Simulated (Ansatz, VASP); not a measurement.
One calculation of As, two programs

```
CELL_PARAMETERS angstrom
2.72856 0.00000 0.00000
0.00000 2.72856 0.00000
0.00000 0.00000 2.72856
ATOMIC_POSITIONS crystal
As 0.50000 0.50000 0.50000
```

Alike in both runs: functional PBE; k mesh 16 × 16 × 16; occupations gaussian, width 0.1 eV; no spin polarisation.

Ansatz relaxed the structure, and its values are those at the end. VASP's run is a single point on that final structure, the one shown.

|  | VASP | Ansatz |
| --- | --- | --- |
| version | VASP 6.6.1 | Ansatz 0.2.0 |
| potentials or method | VASP PAW PBE potentials, release 64 (As) | scalar-relativistic, plane waves, PAW |
| plane-wave cutoff (eV) | 520 | 420 |
| valence electrons in the cell | 5 | 15 |

```csv
,VASP,Ansatz,Ansatz less VASP
gap on the k mesh at the Fermi level (eV),none,none,-
pressure (GPa),0.1,0.0,-0.16
```

A gap of «none» marks a metal or a gap that the smearing closes. The two sets of potentials don't hold the same shells in valence.
